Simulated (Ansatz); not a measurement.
Input and command of a calculation in Ansatz (plane waves; scalar-relativistic PAW potentials unless the input names others):

```yaml
crystal:
  lattice:
    - [0.0, 2.6289389158, 2.6289389158]
    - [2.6289389158, 0.0, 2.6289389158]
    - [2.6289389158, 2.6289389158, 0.0]
  atoms:
    - { symbol: Li, position: [0.0, 0.0, 0.0] }
    - { symbol: Br, position: [0.5, 0.5, 0.5] }
basis:
  ecutwfc: 420
kpoints:
  mp_grid: { grid: [8, 8, 8], shift: [0.5, 0.5, 0.5] }
hamiltonian:
  xc: pbesol
scf:
  occupations: { method: fixed }
output:
  forces: true
  eigenvalues: true
  stress: true
```

```bash
ansatz run input.yaml --threads 1 --pin off --max-ram 1228MiB --backend cpu --events-out ev --progress --plain --runs-dir out
```

Abridged log:
```
Warning: crystal.symmetry: narrowed to the stabiliser of the k-point mesh — unitary ops 48 → 12; excluded 36 operations that carry a point of the 8×8×8 mesh (shift [0.5, 0.5, 0.5]) off the mesh (the run samples exactly the mesh kpoints.mp_grid names, as under crystal.symmetry.detect: false, and its converged state has the mesh's symmetry, not the crystal's; ε∞, the Born charges and the force constants of a linear response (`dielectric:` by the response, `phonons.method: dfpt`) are averaged over those of the crystal's operations that the state keeps within a tolerance, where `mesh_tensors`, `un ...
Basis set: ecut = 420 eV, 725 PW (Γ), exchange–correlation on 50×50×50 points (8 copies of the dense FFT grid, shifted against one another)
Bands: 9, of which v1, the nominal top of the filled ones, is band 5 counted from 1 (4 counted from 0)
Symmetry: 12 space group operations
k-points: 60 of 512
SCF iter   1: F=—  HF=-2942.560142 eV  |F-HF|=—  |Δ(HF+E_count)|=         —  Δρ=2.43e-3  dr2=2.46e-3  ethr=1.77e-3  ⟨swp⟩=5.5  Hψ=3386  notcnv=0  defer=104
SCF iter   2: F=—  HF=-2942.559005 eV  |F-HF|=—  |Δ(HF+E_count)|=   1.14e-3  Δρ=9.96e-4  dr2=2.75e-4  ethr=2.46e-5  ⟨swp⟩=2.1  Hψ=1381  notcnv=0  defer=118
SCF iter   3: F=—  HF=-2942.558959 eV  |F-HF|=—  |Δ(HF+E_count)|=   4.61e-5  Δρ=1.87e-4  dr2=6.69e-6  ethr=2.75e-6  ⟨swp⟩=2.0  Hψ=942  notcnv=0  defer=117
SCF iter   4: F=—  HF=-2942.558970 eV  |F-HF|=—  |Δ(HF+E_count)|=   1.09e-5  Δρ=3.00e-5  dr2=3.36e-7  ethr=6.69e-8  ⟨swp⟩=1.9  Hψ=716  notcnv=0  defer=102
SCF iter   5: F=-2942.558970 eV  HF=-2942.558970 eV  |F-HF|=1.97e-8  |Δ(HF+E_count)|=   1.44e-7  Δρ=7.82e-6  dr2=2.63e-8  ethr=3.36e-9  ⟨swp⟩=2.0  Hψ=772  notcnv=0  defer=102
SCF iter   6: F=-2942.558970 eV  HF=-2942.558970 eV  |F-HF|=7.73e-12  |Δ(HF+E_count)|=   1.04e-8  Δρ=4.20e-7  dr2=3.66e-11  ethr=2.63e-10  ⟨swp⟩=6.0  Hψ=3066  notcnv=0
SCF 1 converged in 6 iterations: F = -2942.558970 eV  dr2 = 3.66e-11
SCF converged after 6 iterations
Free energy (F): -2942.558970 eV
Harris-Foulkes:  -2942.558970 eV  (|F-HF|=7.73e-12)
Internal energy: -2942.558970 eV  (E = F + TS)
E sigma→0 (E₀):  -2942.558970 eV
Fermi energy:    3.233199 eV
--- Forces (eV/Å), atoms counted from 1 ---
  atom   1  Li     0.00000000     0.00000000     0.00000000
  atom   2  Br     0.00000000     0.00000000     0.00000000
--- Stress (GPa, compression-positive) ---
        3.000506      -0.000615      -0.000615
       -0.000615       3.000506      -0.000615
       -0.000615      -0.000615       3.000506
  P = ⅓ Tr σ = 3.0005 GPa (30.005 kbar)
```

Apart from outputs, empty bands and the relaxation, which only the reference makes, the input differs from a reference run on usual settings in kpoints.mp_grid.shift: not typed → [0.5, 0.5, 0.5]. The reference, at the same geometry, ended its own course with pressure 3.00 GPa, largest force 0.000 eV/Å, gap on the mesh 5.42 eV. This run converged in 6 SCF iterations with an energy at zero smearing 0.01 meV/atom below the reference's, pressure 3.00 GPa, largest force 0.000 eV/Å, gap on the mesh 5.58 eV.